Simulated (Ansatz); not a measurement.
# CuO (P1) in Ansatz: settings compared

One crystal, CuO, is run at these levels: PBE, PBEsol+U; tasks: single point, relaxation of cell and atoms.

Everything below comes from runs of Ansatz 0.2.0. Logs are shortened: lines on timing, memory, paths and dates and some standing lists are left out, and cuts for length are marked.

## 1. The crystal as given

The typed cell holds 2 atoms: a = 2.993 Å, b = 2.993 Å, c = 2.993 Å, α = 60.00°, β = 60.00°, γ = 60.00°.

The cell comes from a database or a generator and needn't be the stable form of this composition.

## 2. Single point, PBE

Contents of input.yaml:

```yaml
crystal:
  lattice:
    - [0.0, 2.11656, 2.11656]
    - [2.11656, 0.0, 2.11656]
    - [2.11656, 2.11656, 0.0]
  atoms:
    - { symbol: Cu, position: [0.02949772, 0.02810087, 0.90802599] }
    - { symbol: O, position: [0.47050228, 0.47189913, 0.59197401] }
hamiltonian:
  xc: pbe
  pseudopotentials: { kind: paw }
kpoints:
  mp_grid: { grid: [19, 19, 19] }
scf:
  occupations: { method: fermi_dirac, width: 0.05 }
output:
  forces: true
  stress: true
  eigenvalues: true
```

Potentials or basis: Ansatz PAW.

Command:

```sh
ansatz run input.yaml --threads 2 --pin off --max-ram 5632MiB --backend cpu --events-out ev --progress --plain --runs-dir out
```

The log of the run:

```text
Warning: RAYON_NUM_THREADS=2 ignored (pool sized by the plan → 2); use --threads N
Engine: ansatz 0.2.0, aarch64-unknown-linux-gnu
Pseudopotentials: kind: paw
Pseudopotential: Cu, paw, valence charge 19, recommended cutoff 420 eV (normal), Cu.paw.azcp
Pseudopotential: O, paw, valence charge 6, recommended cutoff 420 eV (normal), O.paw.azcp
Functional definition: PBE
  parameter kappa = 0.804
  parameter beta = 0.06672455060314922
  exchange = pbe_x(kappa = kappa, mu = beta*pi^2/3)
  correlation = pbe_c(beta = beta)
Crystal: 2 atoms, lattice volume = 18.964 Å³
Basis set: ecut = 420 eV, 339 PW (Γ), exchange–correlation on 48×48×48 points (8 copies of the dense FFT grid, shifted against one another)
Bands: 17, of which v1, the nominal top of the filled ones, is band 13 counted from 1 (12 counted from 0)
Symmetry: 1 space group operations
Space group: P1 (ITA 1), of the structure as read, at distance tolerance 2.7e-5 Å
k-points: 3430 of 6859 (time reversal used)
Non-local potential: Cu, projectors of the file, l = 0: 3, l = 1: 2, l = 2: 3, l = 3: 1
Non-local potential: O, projectors of the file, l = 0: 2, l = 1: 2, l = 2: 1
PAW form: soft (Blöchl's): semilocal exchange-correlation on the pseudo side does not see the compensation charge
PAW one-centre angular grid: Cu, 590 points (default); XC on 64 Gauss nodes
PAW one-centre angular grid: O, 110 points (default); XC on 64 Gauss nodes
Initial density: superposition of atomic densities (neutral atoms: chi_scale 0, normalization atom), corrected by the library's trained network
Initial wavefunctions: pseudopotential atomic-orbital guess
Functional: x = pbe(κ = 0.804, μ = 0.2195149727645171), c = pbe(β = 0.06672455060314922)
SCF iter   1: F=—  HF=-7190.529992 eV  |F-HF|=—  |Δ(HF+E_count)|=         —  Δρ=9.43e-3  dr2=9.88e-3  ethr=1.77e-3  ⟨swp⟩=5.9  Hψ=260832  notcnv=0
preconditioner: auto → none  [metal: Δε(μ)=0.000 eV  Ē_g=15.008 eV  σ=0.050 eV  W_gap=0.00  n_scr=8 (ndim 8)  ℏωp=35.2 eV  f_vac=0.000  D(μ)=2.60/eV (n_scr^D=50)  sad-step TF]
SCF iter   2: F=—  HF=-7190.529009 eV  |F-HF|=—  |Δ(HF+E_count)|=   9.82e-4  Δρ=5.44e-3  dr2=4.19e-3  ethr=3.95e-5  ⟨swp⟩=1.1  Hψ=86222  notcnv=0
SCF iter   3: F=—  HF=-7190.528203 eV  |F-HF|=—  |Δ(HF+E_count)|=   8.06e-4  Δρ=8.84e-4  dr2=1.08e-4  ethr=1.68e-5  ⟨swp⟩=1.0  Hψ=58867  notcnv=0
SCF iter   4: F=—  HF=-7190.528188 eV  |F-HF|=—  |Δ(HF+E_count)|=   1.53e-5  Δρ=5.14e-4  dr2=2.19e-5  ethr=4.33e-7  ⟨swp⟩=2.5  Hψ=95499  notcnv=0
SCF iter   5: F=—  HF=-7190.528187 eV  |F-HF|=—  |Δ(HF+E_count)|=   3.94e-7  Δρ=1.09e-4  dr2=8.79e-7  ethr=8.77e-8  ⟨swp⟩=2.2  Hψ=85564  notcnv=0
SCF iter   6: F=-7190.528187 eV  HF=-7190.528187 eV  |F-HF|=7.15e-8  |Δ(HF+E_count)|=   1.53e-7  Δρ=3.08e-5  dr2=6.75e-8  ethr=4.00e-10  ⟨swp⟩=5.0  Hψ=257904  notcnv=0
SCF 1 converged in 6 iterations: F = -7190.528187 eV  dr2 = 6.75e-8
SCF converged after 6 iterations
Free energy (F): -7190.528187 eV
Harris-Foulkes:  -7190.528187 eV  (|F-HF|=7.15e-8)
Internal energy: -7190.506625 eV  (E = F + TS)
E sigma→0 (E₀):  -7190.517406 eV
Entropy (-TS):   -0.021562 eV (-10.781 meV/atom)
Fermi energy:    13.155317 eV
--- Per-component energies (eV) ---
  E_band       = -396.928196
  E_kinetic    = 472.536887
  E_local      = -4657.445458  (includes V_loc(G=0)·N_el)
  E_nonlocal   = 441.997673
  E_hartree    = 2020.905199
  E_xc         = -162.149749
  E_vxc        = -208.207784  (∫ρ·V_xc dr)
  E_paw        = -1821.244078  (= ΣΔE_a)
  E_vpaw       = -487.601782  (= ΣTr[D̂ρ^β])
  E_aug_tail   = 0.002528  (compensation charges beyond the density's cutoff)
  E_ewald      = -3485.109627
  E_smearing   = -0.021562  (= −TS)
  E_closure    = -0.000000  (closes the sum)
  Σ components = -7190.528187   (vs F -7190.528187, Δ=0.00e0)
--- Forces (eV/Å), atoms counted from 1 ---
  atom   1  Cu     0.62413511     0.56927408    -0.40544708
  atom   2  O     -0.62411713    -0.56925769     0.40543536
  max |Σ_I F_I| component: 1.80e-5 eV/Å
--- Stress (GPa, compression-positive) ---
       19.944377      -4.237056       3.515330
       -4.237057      19.087045       3.319612
        3.515337       3.319617      16.380003
  P = ⅓ Tr σ = 18.4705 GPa (184.705 kbar)
--- Band table (eV; the first three rows and the last of 3430) ---
  k-point 0: bands = ["-99.1010", "-56.5401", "-56.5186", "-56.3813", "-6.6014", "8.5708", "8.6263", "9.2689", "10.6610", "10.6958", "12.6172", "12.9279", "12.9614", "14.6023", "30.0537", "31.2364", "31.3593"]
  k-point 1: bands = ["-99.1009", "-56.5401", "-56.5187", "-56.3817", "-6.5735", "8.5353", "8.5910", "9.1748", "10.6746", "10.7078", "12.4539", "12.9691", "13.0025", "14.8736", "29.3524", "31.1512", "31.2718"]
  k-point 2: bands = ["-99.1009", "-56.5403", "-56.5189", "-56.3830", "-6.4920", "8.4354", "8.4907", "8.8971", "10.7147", "10.7438", "12.1568", "13.0863", "13.1178", "15.4874", "28.1123", "30.8470", "30.9551"]
  k-point 3429: bands = ["-99.0998", "-56.5526", "-56.5245", "-56.3850", "-5.3981", "5.5977", "7.9808", "8.8895", "11.0094", "11.0718", "11.6190", "12.8011", "13.5029", "19.7792", "22.2844", "27.2517", "28.6892"]
```

Wall time 50 s (2 threads of Arm Neoverse V1, shared host); peak memory 1.4 GiB.

What came out:

| Item | Value |
| --- | --- |
| Free energy | -7190.5282 eV |
| Pressure | 18.5 GPa |
| Largest force | 0.937 eV/Å |
| Band gap on the k mesh | none (metal or under the smearing width) |

Forces in eV/Å, atoms in the order of the input:
```
Cu   0.624  0.569 -0.405
O   -0.624 -0.569  0.405
```

Caveat: so large a pressure means that the cell lies far from this level's equilibrium, or that cutoff or potentials fall short; the pressure holds a Pulay correction of +0.7 GPa for the finite cutoff; an odd number of electrons without spin polarisation forces a metal; a magnetic or distorted state may lie lower; the run has no spin polarisation, though such a crystal can be magnetic; semilocal functionals often make such compounds metallic where correlation or magnetic order opens a gap, which also shifts bond lengths. With open d or f shells a metallic result of PBE can be an artefact of self-interaction; +U or a hybrid may open a gap.

## 3. Relaxation of cell and atoms, PBEsol+U

input.yaml, as its differences from that of step 2:

```diff
@@ -9,6 +9,7 @@
 hamiltonian:
-  xc: pbe
+  xc: pbesol
   pseudopotentials: { kind: paw }
+  hubbard: { sites: [{ species: Cu, l: d, u_eff: 4.5 }] }
 kpoints:
-  mp_grid: { grid: [19, 19, 19] }
+  mp_grid: { grid: [11, 11, 11] }
 scf:
@@ -19 +20,5 @@
   eigenvalues: true
+relax:
+  f_tol: 0.01
+  max_steps: 40
+  cell: { stress_tol: 0.05 }
```

Potentials or basis: Ansatz PAW.

Command:

```sh
ansatz run input.yaml --threads 2 --pin off --max-ram 5632MiB --backend cpu --events-out ev --progress --plain --runs-dir out
```

Run time: 2.7 min. Hardware: 2 threads of Arm Neoverse V1, shared host; peak memory 0.65 GiB.

It converged, with:

```yaml
Free_energy: -7146.9729 eV
Relaxed_volume: 9.20 Å³/atom
Relaxed_cell: a = 2.963 Å, b = 2.963 Å, c = 2.963 Å, α = 60.00°, β = 60.00°, γ = 60.00°
Space_group_after_relaxing_to_0.05_Å: Fm-3m (No. 225)
Energy_gained_by_relaxing: 222.9 meV/atom
Ionic_steps: 10
Pressure_after_relaxing: 0.0 GPa
Band_gap_on_the_k_mesh: none (metal or under the smearing width)
```

The path:
```
step  energy change (eV)  largest force (eV/Å)  volume (Å³)
   1              0.0000                1.0692        18.96
   2             -0.0501                1.0467        19.22
   3             -0.2279                1.0020        19.45
   4             -0.4392                0.0371        18.38
   5             -0.4477                0.0032        18.44
   6             -0.4483                0.0004        18.41
   7             -0.4483                0.0001        18.41
   8             -0.4458                0.0001        18.41
   9             -0.4459                0.0001        18.40
  10             -0.4458                0.0001        18.40
```

Final structure:
```xyz
2
Lattice="0.0000 2.0953 2.0952 2.0954 0.0000 2.0952 2.0954 2.0953 0.0000" Properties=species:S:1:pos:R:3 pbc="T T T"
Cu    2.0954    2.0953    0.0000
O     2.0954    2.0953    2.0952
```

Levels at points of the mesh, in eV from the Fermi level:
```csv
k point,band 10,band 11,band 12,band 13,band 14,band 15,band 16,band 17
"(0.00, 0.00, 0.00)",-2.83,-2.00,-2.00,-2.00,2.17,18.75,19.52,19.52
```

Eigenvalues of the final occupation matrices:
```tsv
site	spin	trace	eigenvalues
site 1	1	4.77	0.89 0.89 1.00 1.00 1.00
```

Caveat: the electronic state changed during the relaxation; the plane-wave basis is chosen anew once the cell has moved, so the energies of steps on either side of that aren't comparable; the pressure holds a Pulay correction of +0.9 GPa for the finite cutoff; an odd number of electrons without spin polarisation forces a metal; a magnetic or distorted state may lie lower; the run has no spin polarisation, though such a crystal can be magnetic; U without spin polarisation on a metal has little footing; the PAW data sets come from PBE, with cores solved anew for the run's functional, which leaves a small shift of forces and pressure.
